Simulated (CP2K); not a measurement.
SiC (Moissanite 6H):

```
Si C
1.0
     3.09500    0.00000    0.00000
    -1.54750    2.68035    0.00000
     0.00000    0.00000   15.17000
Si C
6 6
Direct
  0.66667 0.33333 0.45830
  0.33333 0.66667 0.95830
  0.66667 0.33333 0.79170
  0.33333 0.66667 0.29170
  0.00000 0.00000 0.62500
  0.00000 0.00000 0.12500
  0.66667 0.33333 0.33330
  0.33333 0.66667 0.83330
  0.66667 0.33333 0.66670
  0.33333 0.66667 0.16670
  0.00000 0.00000 0.50000
  0.00000 0.00000 0.00000
```

Program: CP2K 2026.2. Alike in all runs: task band structure; potentials or basis POTENTIAL_UZH Si GTH-PBE-q4, C GTH-PBE-q4; DZVP-MOLOPT-PBE-GTH basis; no spin polarisation; cell as given; k mesh 8 × 8 × 2; smearing fermi-dirac 0.05 eV.

Q: Order these runs on this cell by their pressure, lowest first.
A. level HLE16
B. level optB88-vdW; cutoff of the non-local correlation (Ry) 300
C. level BLYP
D. level r2SCAN

A: A (-39.5 GPa), D (-2.5 GPa), B (-0.2 GPa), C (3.0 GPa).

Caveats: the potentials were made for another functional, which shifts forces and pressure; the basis of atomic orbitals isn't converged, which shifts pressures, moduli and gaps; the potentials were made for a functional far from this one (some runs); the cell as given lies far from equilibrium (some runs).

Runs at the PBE level aren't shown here.
